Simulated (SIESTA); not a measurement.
BaTiO3:

```
CELL_PARAMETERS angstrom
4.00600 0.00000 0.00000
0.00000 4.00600 0.00000
0.00000 0.00000 4.00600
ATOMIC_POSITIONS crystal
Ba 0.50000 0.50000 0.50000
Ti 0.00000 0.00000 0.00000
O 0.00000 0.00000 0.50000
O 0.00000 0.50000 0.00000
O 0.50000 0.00000 0.00000
```

Base run:

```yaml
Program: SIESTA 5.4.2
Functional: PBEsol
Potentials_or_basis: PseudoDojo 0.4 standard (PBEsol files)
Basis: DZP (energy shift 0.003 Ry; two zetas on semicore shells; d shell added on Ba)
Grid_cutoff: 800 Ry
Energy_shift: 0.003 Ry
k_mesh: 7 × 7 × 7
Occupations: fermi-dirac, width 0.05 eV
Spin: no spin polarisation
```

Its results: band gap on the k mesh 1.71 eV, indirect (least direct gap 1.77 eV); pressure -2.4 GPa.

Problem. The run is repeated on the same cell with these changes: functional from PBEsol to PBE; potentials or basis from PseudoDojo 0.4 standard (PBEsol files) to PseudoDojo 0.4 standard (PBE files). What comes out?

Solution. Band gap on the k mesh 1.74 eV, indirect (least direct gap 1.81 eV); pressure 3.8 GPa.

Caveats: this set's barium file shifts pressures by up to 1 GPa against other sets; spin-orbit coupling is left out, which moves the levels of the heavy elements; the basis of atomic orbitals isn't converged, which shifts pressures, moduli and gaps.

A k mesh can miss the band edges.
